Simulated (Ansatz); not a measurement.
**Where V_O puts its levels in the gap of CaO (Fm-3m)**

Aim: at which Fermi levels does V_O in CaO (Fm-3m) change its charge? The model is a cell of 54 host atoms with 1 O taken out.

Method: place-levels on r2SCAN runs: charge-transition levels and formation energies with image-charge correction and potential alignment at the atomic sites; PAW set soft_1, in Ansatz 0.2.0.

## 1. The structure

The cell holds 53 atoms: 27 Ca and 26 O. Cell: a = 10.325 Å, b = 10.325 Å, c = 10.325 Å, α = 60.0°, β = 60.0°, γ = 60.0°. It derives from CaO (space group Fm-3m). Nearest the centre at fractional (0.500, 0.500, 0.500): Ca28 at 2.43 Å, Ca32 at 2.43 Å, Ca44 at 2.43 Å, Ca34 at 2.43 Å, Ca50 at 2.43 Å, Ca46 at 2.43 Å, O12 at 3.44 Å, O16 at 3.44 Å.

Screening for the image-charge correction: ε∞ = 3.85, ε0 = 16.67, computed on the host (DFPT, PBEsol, on the r2SCAN cell), and a cell off the functional's own equilibrium shifts the ionic part.

The relaxed host is scaled by +1.5 % along all axes; the dielectric constants are those of the unstrained host.

The cell's shortest repeat is 10.3 Å.

## 2. Charge states

Levels follow from differences of total energies between charge states, each relaxed by itself.

Each atom starts 0.05 Å or so off its site in a random direction: a symmetric start keeps its symmetry, and would miss off-centre moves and Jahn–Teller distortions. Forces are taken at one point at (¼, ¼, ¼). The cell holds 1 electron more than the neutral one, with a uniform background that keeps it neutral on the whole. The electron count is odd, so at least one spin is unpaired; this run locks the moment at 1 μB.

The sampling was tested on the host first: at the k-points planned (1x1x1 shifted 0.25 0.25 0.25) its energy lies 0.005 eV an atom from the dense-mesh value, under the bound of 0.02 eV set for this test; that bounds the host's error, not the defect's.

One state's input; the others differ in charge, spin, start and seed, and in occupations where the table says so.

File qm1_M1.relax/input.yaml:

```yaml
crystal:
  lattice:
    - [0.0, 7.30097332, 7.30097332]
    - [7.30097332, 0.0, 7.30097332]
    - [7.30097332, 7.30097332, 0.0]
  atoms:
    - { symbol: Ca, position: [0.0, 0.0, 0.0] }
    - { symbol: O, position: [0.16666667, 0.16666667, 0.16666667] }
[... 6 atom lines left out ...]
    - { symbol: Ca, position: [0.0, 0.33333333, 0.33333333] }
    - { symbol: O, position: [0.16666667, 0.5, 0.5] }
[... 1 atom line left out ...]
    - { symbol: O, position: [0.16666667, 0.5, 0.83333333] }
[... 3 atom lines left out ...]
    - { symbol: O, position: [0.16666667, 0.83333333, 0.5] }
    - { symbol: Ca, position: [0.0, 0.66666667, 0.66666667] }
[... 4 atom lines left out ...]
    - { symbol: O, position: [0.5, 0.16666667, 0.5] }
[... 1 atom line left out ...]
    - { symbol: O, position: [0.5, 0.16666667, 0.83333333] }
[... 1 atom line left out ...]
    - { symbol: O, position: [0.5, 0.5, 0.16666667] }
[... 1 atom line left out ...]
    - { symbol: Ca, position: [0.33333333, 0.33333333, 0.66666667] }
    - { symbol: O, position: [0.5, 0.5, 0.83333333] }
[... 1 atom line left out ...]
    - { symbol: O, position: [0.5, 0.83333333, 0.16666667] }
    - { symbol: Ca, position: [0.33333333, 0.66666667, 0.33333333] }
    - { symbol: O, position: [0.5, 0.83333333, 0.5] }
    - { symbol: Ca, position: [0.33333333, 0.66666667, 0.66666667] }
[... 4 atom lines left out ...]
    - { symbol: O, position: [0.83333333, 0.16666667, 0.5] }
[... 3 atom lines left out ...]
    - { symbol: O, position: [0.83333333, 0.5, 0.16666667] }
    - { symbol: Ca, position: [0.66666667, 0.33333333, 0.33333333] }
    - { symbol: O, position: [0.83333333, 0.5, 0.5] }
    - { symbol: Ca, position: [0.66666667, 0.33333333, 0.66666667] }
[... 3 atom lines left out ...]
    - { symbol: Ca, position: [0.66666667, 0.66666667, 0.33333333] }
[... 2 atom lines left out ...]
    - { symbol: O, position: [0.83333333, 0.83333333, 0.83333333] }
  host:
    repeats: [3, 3, 3]
    atoms:
      - { symbol: Ca, position: [0.0, 0.0, 0.0] }
      - { symbol: O, position: [0.5, 0.5, 0.5] }
total_charge: -1
basis:
  ecutwfc: 500
  xc_grid: 2
hamiltonian:
  xc: r2scan
  pseudopotentials: { kind: paw, azcp: { folder: soft_1 } }
kpoints:
  mp_grid: { grid: [1, 1, 1], shift: [0.25, 0.25, 0.25] }
magnetization:
  spin_polarized: true
  initial_magnetization: 1
  spin_locking: { lock_magnetization: hard }
scf:
  occupations: { method: fixed }
  max_iter: 60
output:
  forces: true
  charged_corrections:
    epsilon: 3.85
    static_epsilon: 16.67
    defect_position: [0.5, 0.5, 0.5]
relax:
  f_tol: 0.02
  max_steps: 80
  random_displacement: { amplitude: 0.05, seed: 8285 }
checkpoint:
  write: "../qm1_M1.relax.run"
  compress: false
  write_wavefunctions: true
  write_every: 100000
```

Command:

```console
ansatz run input.yaml --threads 4 --pin off --max-ram 15073MiB --backend cpu --events-out ev --progress --plain --runs-dir out
```

Defect states can disperse in a cell of this size, so the energy is taken again at a 2×2×2 shifted mesh, on the relaxed structure.

The run of this state that the levels use, under r2SCAN:

File qm1_M1.point/input.yaml:

```yaml
crystal:
  checkpoint: "../qm1_M1.relax.run"
  host: checkpoint
total_charge: -1
basis:
  ecutwfc: 500
  xc_grid: 2
hamiltonian:
  xc: r2scan
  pseudopotentials: { kind: paw, azcp: { folder: soft_1 } }
kpoints:
  mp_grid: { grid: [2, 2, 2], shift: [0.5, 0.5, 0.5] }
magnetization:
  spin_polarized: true
  initial_magnetization: 1
  spin_locking: { lock_magnetization: hard }
scf:
  occupations: { method: fermi_dirac, width: 0.01 }
  max_iter: 60
output:
  forces: true
  eigenvalues: true
  charged_corrections:
    epsilon: 3.85
    static_epsilon: 16.67
    defect_position: [0.5, 0.5, 0.5]
  eigenstates: { localisation: true }
  populations: true
  efg: {}
checkpoint:
  read: "../qm1_M1.relax.run"
  write: "../qm1_M1.point.run"
  compress: false
  write_wavefunctions: false
  write_every: 100000
```

Relaxations under r2SCAN at one point at (¼, ¼, ¼); times on 4 threads of Arm Neoverse V2, shared host:

```csv
charge,moment (μB),occupations,outcome,steps,largest displacement against the far atoms (Å),time
−1,1,fixed,converged,5,0.08,3.1 min
0,0,fixed,converged,4,0.07,67 s
+1,1,fixed,converged,4,0.13,2.2 min
+2,0,fixed,converged,5,0.21,71 s
```

Single points under r2SCAN at a 2×2×2 shifted mesh; times on 4 threads of Arm Neoverse V2, shared host:

```csv
charge,moment (μB),occupations,outcome,time
−1,1,fermi-dirac,converged,3.5 min
0,0,fermi-dirac,converged,85 s
+1,1,fermi-dirac,converged,3.5 min
+2,0,fermi-dirac,converged,79 s
```

Distances (Å) from the ideal centre to the nearest atoms after relaxation with r2SCAN:

```csv
charge,moment (μB),1.,2.,3.,4.,5.,6.
−1,1,Ca 2.50,Ca 2.51,Ca 2.51,Ca 2.51,Ca 2.51,Ca 2.52
0,0,Ca 2.50,Ca 2.50,Ca 2.50,Ca 2.50,Ca 2.50,Ca 2.51
+1,1,Ca 2.55,Ca 2.56,Ca 2.56,Ca 2.56,Ca 2.57,Ca 2.57
+2,0,Ca 2.63,Ca 2.64,Ca 2.64,Ca 2.65,Ca 2.65,Ca 2.65
```

## 3. Placing the levels, r2SCAN

A charged cell interacts with its images and the background, and its potential has another zero than the host's. place-levels removes the first by a point-charge model, screened by the static dielectric constant since the ions have relaxed around the charge, and the second by comparing potentials at atoms far from the defect.

The host is a run of the defect-free crystal in the same cutoffs, grids and k-points, so that basis and sampling errors cancel in part in the differences. Its band edges come from a run of the primitive cell that searches the zone for them. Chemical potentials are energies per atom of O (O2 molecule), run with the same functional and cutoff.

File levels.point.yaml:

```yaml
host:
  run: host.point.run
  levels_from: { run: edges.point.run }
states: [qm1_M1.point.run, q0.point.run, qp1_M1.point.run, qp2.point.run]
geometry_from:
  qm1_M1.point.run: qm1_M1.relax.run
  q0.point.run: q0.relax.run
  qp1_M1.point.run: qp1_M1.relax.run
  qp2.point.run: qp2.relax.run
chemical_potentials:
  O:
    energy: -565.989614
    dataset: <sha256 of the dataset>
epsilon: 3.85
static_epsilon: 16.67
vertical:
  - { from: qm1_M1.point.run, to: qm1_M1.point_neutral.run }
  - { from: qp1_M1.point.run, to: qp1_M1.point_neutral.run }
  - { from: qp2.point.run, to: qp2.point_neutral.run }
```

Command:

```console
ansatz place-levels levels.point.yaml -- --threads 4 --pin off --max-ram 15073MiB
```

Numbers of over 12 decimals in the logs are rounded to 6 here.

Output:

```text
[... repeated set-up lines and file paths are left out, and long positions are rounded to six places ...]
(+2/+1) 1.543 eV above the valence edge, 2.660 eV under the conduction edge
(+1/0) 3.184 eV above the valence edge, 1.019 eV under the conduction edge
(0/-1) 4.233 eV above the valence edge (+4.525 eV without the band-filling correction), in the conduction band
formation energy of charge +2: +2.395 eV with the Fermi level at the valence edge
formation energy of charge +1: +3.939 eV with the Fermi level at the valence edge
formation energy of charge 0: +7.123 eV with the Fermi level at the valence edge
formation energy of charge -1: +11.356 eV with the Fermi level at the valence edge
vertical -1 to 0: no energy, since no alignment is typed
  the change from vertical[0].from (qm1_M1.point.run) to vertical[0].to (qm1_M1.point_neutral.run): by its potential at epsilon 3.85 it stands at 0.003 0.997 0.994, with an rms radius of about 6.9 Å (4.0 4.0 4.0 Å across the planes of the cell's vectors); [...]
vertical +1 to 0: no energy, since no alignment is typed
  the change from vertical[1].from (qp1_M1.point.run) to vertical[1].to (qp1_M1.point_neutral.run): by its potential at epsilon 3.85 it stands at 0.500 0.501 0.500, with an rms radius of about 1.2 Å (0.7 0.7 0.7 Å across the planes of the cell's vectors); [...]
vertical +2 to 0: no energy, since no alignment is typed
  the change from vertical[2].from (qp2.point.run) to vertical[2].to (qp2.point_neutral.run): by its potential at epsilon 3.85 it stands at 0.499 0.500 0.499, with an rms radius of about 1.4 Å (0.8 0.8 0.8 Å across the planes of the cell's vectors); [...]
  edges by r2scan of host.levels_from (edges.point.run), its mesh sampled to repeats of 34.42 Å (the valence edge +0.089 eV and the conduction edge -0.221 eV from those of the host's own run), gap 4.203 eV; the host is sampled to repeats of 20.65 Å
  the defect's cells are sampled to repeats of 20.65 Å, like sampling
  charge +2: -64085.5364 eV with its correction of +0.422 eV, at epsilon 16.67, aligned at sites: -0.0603 eV, mean over 21 atomic sites at or beyond 5.16 Å from the defect at [0.5000, 0.5000, 0.5000], with +0.000000 for the charge's moments and without [...]
  charge +1: -64077.0377 eV with its correction of +0.059 eV, at epsilon 16.67, aligned at sites: -0.0770 eV, mean over 21 atomic sites at or beyond 5.16 Å from the defect at [0.5000, 0.5000, 0.5000], with +0.000000 for the charge's moments and without [...]
  charge 0: +0.000 eV for its dipole among its images, +0.000 omitted
  charge -1: -64055.4178 eV with its correction of +0.170 eV, at epsilon 16.67, aligned at sites: -0.0349 eV, mean over 21 atomic sites at or beyond 5.16 Å from the defect at [0.5000, 0.5000, 0.5000], with +0.000000 for the charge's moments and without [...]
  states[0] (qm1_M1.point.run): levels filled in part (TS 0.003 eV): its energy is of no whole electron's
  of states[3] (qp2.point.run): its alignment with the host at atomic sites is doubtful: the cell is too small to show whether the defect's potential has decayed: take a larger one
  of states[2] (qp1_M1.point.run): its alignment with the host at atomic sites is doubtful: the cell is too small to show whether the defect's potential has decayed: take a larger one; stability_check_not_made
  of states[1] (q0.point.run): its alignment with the host at atomic sites is doubtful: the cell is too small to show whether the defect's potential has decayed: take a larger one
  of states[0] (qm1_M1.point.run): it parts from the run at its places by a charge that spreads by about 4 Å along one vector (1.5 Å or more is wide), by its potential at epsilon 3.85, taken for that of held ions (one typed too small widens it), where the [...]
  vertical[0].from (qm1_M1.point.run): levels filled in part (TS 0.003 eV): its energy is of no whole electron's
  of vertical[0].from (qm1_M1.point.run): its moments are held at its close (magnetization.spin_locking), by a field of 0.089 eV a Bohr magneton, and its energy and levels are of the state that this holds: a run that lets them go can end lower; [...]
  of vertical[1].from (qp1_M1.point.run): stability_check_not_made
  vertical[2].to (qp2.point_neutral.run): levels filled in part (TS 0.005 eV): its energy is of no whole electron's
```

Wall time 0.41 s (4 threads of Arm Neoverse V2, shared host).

Levels between the charges placed, in eV above the valence top:

```csv
,gap (eV),(+2/+1),(+1/0),(0/−1)
r2SCAN,4.20,1.54,3.18,4.23
```

Corrections by state:

```csv
charge,moment (μB),image terms and alignment (eV),band filling (eV),ε used,"over the lowest of its charge, as the program ranks them, band filling apart (eV)"
+2,0.0,0.422,-,16.67,0.000
+1,1.0,0.059,-,16.67,0.000
0,0.0,0.000,-,-,0.000
−1,1.0,0.170,-0.292,16.67,0.000
```

The charged structures listed were also run neutral, and place-levels reads from each pair, by the potential or the spins, how wide the charge is by which they differ; that can be the carrier of either run.

```csv
charge,rms radius (Å),spread where it is widest against the cell (Å),wide from (Å),reading
+2,1.4,0.78,1.46,narrow
+1,1.2,0.69,1.46,narrow
−1,6.9,4.02,1.46,wide
```

The neutral runs of these pairs need not share the spin of the lowest neutral state, and very wide values only mean spread over the cell.

From the program's caveats on the states, each cut to its opening words:

- charge +2, +1 (1 μB), 0, −1 (1 μB): its alignment with the host at atomic sites is doubtful: the cell is too small to show whether the defect's potential has decayed: take a larger one
- charge +1 (1 μB), −1 (1 μB): flagged: stability check not made
- charge −1 (1 μB): it parts from the run at its places by a charge that spreads by about 4 Å along one vector (1.5 Å or more is wide), by its potential at epsilon 3.85, taken for [...]
- charge −1 (1 μB): a band-filling correction moves a carrier to the host's band edge, which changes its energy by -0.292 eV
- charge −1 (1 μB): its moments are held at its close (magnetization.spin_locking), by a field of 0.089 eV a Bohr magneton, and its energy and levels are of the state that this [...]

The host's formation energy from the elements is -3.207 eV per atom at this strain; it sets how far the chemical potentials can move.

Limit set by the element alone; other compounds of these elements are not counted. Chemical potentials from the elements' reference states: Ca 0.00 eV, O -6.41 eV. Formation energy by charge state (Ca-rich; gap 4.20 eV):

```csv
charge,at valence top (eV),at conduction bottom (eV),correction included (eV)
+2,-4.02,4.39,0.42
+1,-2.47,1.73,0.06
0,0.71,0.71,0.00
−1,4.94,0.74,-0.12
```

(Fermi level (eV), lowest formation energy (eV)): (0.00, -4.02), (0.38, -3.25), (0.76, -2.49), (1.15, -1.73), (1.53, -0.96), (1.91, -0.57), (2.29, -0.18), (2.68, 0.20), (3.06, 0.58), (3.44, 0.71), (3.82, 0.71), (4.20, 0.71)

Limit set by the element alone; other compounds of these elements are not counted. Chemical potentials from the elements' reference states: O 0.00 eV, Ca -6.41 eV. Formation energy by charge state (O-rich; gap 4.20 eV):

```csv
charge,at valence top (eV),at conduction bottom (eV),correction included (eV)
+2,2.40,10.80,0.42
+1,3.94,8.14,0.06
0,7.12,7.12,0.00
−1,11.36,7.15,-0.12
```

(Fermi level (eV), lowest formation energy (eV)): (0.00, 2.40), (0.38, 3.16), (0.76, 3.92), (1.15, 4.69), (1.53, 5.45), (1.91, 5.85), (2.29, 6.23), (2.68, 6.61), (3.06, 7.00), (3.44, 7.12), (3.82, 7.12), (4.20, 7.12)

## 4. The same at the relaxations' own k-points

The relaxations' own energies give the levels at their sampling, for comparison.

File levels.relax_mesh.yaml:

```yaml
host:
  run: host.relax.run
  levels_from: { run: edges.relax.run }
states: [qm1_M1.relax.run, q0.relax.run, qp1_M1.relax.run, qp2.relax.run]
chemical_potentials:
  O:
    energy: -565.989614
    dataset: <sha256 of the dataset>
```

Command:

```console
ansatz place-levels levels.relax_mesh.yaml -- --threads 4 --pin off --max-ram 15073MiB
```

Output:

```text
(+2/+1) 1.508 eV above the valence edge, 2.695 eV under the conduction edge
(+1/0) 3.128 eV above the valence edge, 1.076 eV under the conduction edge
[...]
formation energy of charge +2: +2.362 eV with the Fermi level at the valence edge
formation energy of charge +1: +3.870 eV with the Fermi level at the valence edge
formation energy of charge 0: +6.998 eV with the Fermi level at the valence edge
formation energy of charge -1: +11.240 eV with the Fermi level at the valence edge
  edges by r2scan of host.levels_from (edges.relax.run), its mesh sampled to repeats of 34.42 Å (the valence edge +0.077 eV and the conduction edge -0.461 eV from those of the host's own run), gap 4.203 eV; the host is sampled to repeats of 10.33 Å
[... the lines on each state left out ...]
```

Elapsed: 0.15 s, on 4 threads.

Levels between neighbouring charges, in eV above the valence top:

```csv
,gap (eV),(+2/+1),(+1/0),(0/−1)
"one point at (¼, ¼, ¼)",4.20,1.51,3.13,4.24
a 2×2×2 shifted mesh,4.20,1.54,3.18,4.23
```

Going from one point at (¼, ¼, ¼) to a 2×2×2 shifted mesh moves the levels that carry no band-filling term by up to 0.06 eV and formation energies against the elements by up to 0.13 eV; band-filling terms, which differ between samplings, are in these energies.

## 5. What came out

- gap of the host: 4.20 eV (r2SCAN)
- level (plus 2/plus 1): 1.54 eV above the valence top
- level (plus 1/0): 3.18 eV above the valence top
- level (0/minus 1): 4.23 eV above the valence top, past the conduction bottom (4.53 eV above the valence top without the band-filling term)
- lowest of the charges placed, just above the valence top (0.02 eV): +2
- lowest of the charges placed, just below the conduction bottom (0.02 eV): 0
- lowest formation energy at mid-gap of the charges run, Ca-rich: -0.37 eV
- lowest formation energy at mid-gap of the charges run, O-rich: 6.04 eV

Of the charges placed (−1, 0, +1 and +2), the lowest changes at 1.54 eV (+2/+1) and 3.18 eV (+1/0) above the valence top, in a gap of 4.20 eV. Charges above +2 were not placed, so these runs say nothing of levels that involve them. States placed: +2 at 0 μB; +1 at 1 μB; 0 at 0 μB; −1 at 1 μB. Other spin states or structures, where not listed, weren't placed. The program finds carriers beyond a band edge of the host and adds a band-filling term at charge −1 (-0.29 eV); steps to such a charge show no bound level, and a defect level inside a band would be read the same way. Going from one point at (¼, ¼, ¼) to a 2×2×2 shifted mesh moves the levels that carry no band-filling term by up to 0.06 eV and formation energies against the elements by up to 0.13 eV; band-filling terms, which differ between samplings, are in these energies. The program doubts the alignment of potentials for at least one state, a sign that the cell is small. Limits: r2SCAN makes the gap too small and tends to spread out bound carriers; where a gas molecule sets a chemical potential or the host's formation energy, its binding is uncorrected.

[Logs are printed without paths, hosts, clocks, repeated set-up lines and the standing remarks that a program may print on its own settings, such as how far it seeks lower states.]

[Hosts, paths, dates, database ids (printed as entryN), source tags and the programs' standing remarks are cut or masked in the printed files.]

[Where a table of states has a column of steps, it counts the stored structures, which are thinned; the runs took as many ionic steps or more.]

[A defect's name tells the site on which it was built; relaxed atoms can leave that site.]

[For some hosts the program warned that the k-mesh of the response run may be too coarse for force constants and the static dielectric constant; such warnings are not shown here.]
